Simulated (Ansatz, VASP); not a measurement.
# GaP in VASP and in Ansatz

```
CELL_PARAMETERS angstrom
0.00000 2.72525 2.77976
2.72525 0.00000 2.77976
2.72525 2.72525 0.00000
ATOMIC_POSITIONS crystal
Ga 0.00000 0.00000 0.00000
P 0.75000 0.75000 0.75000
```

Change from the starting cell: zz strain of +2 %, crystal datasets.

Alike in both runs: task electric field gradients; functional LDA; k mesh 10 × 10 × 10; occupations fermi-dirac, width 0.05 eV; no spin polarisation.

```csv
,VASP,Ansatz
version,VASP 6.6.1,Ansatz 0.2.0
potentials or method,"VASP PAW LDA potentials, release 64 (Ga_d, P), cutoff 520 eV","all-electron PAW with datasets made for the crystal, scalar-relativistic"
```

|  | VASP | Ansatz | Ansatz less VASP |
| --- | --- | --- | --- |
| pressure (GPa) | -4.1 | -4.2 | -0.08 |
| largest component of the traceless stress (GPa) | 1.05 | 1.06 | +0.001 |
| Vzz of the field gradient on the site that differs most (V/Å²) | -3.4 | -3.8 | -0.42 |

Ansatz ran all-electron here, so the differences hold the error of VASP's frozen core and of both bases.

A k mesh can miss the band edges.
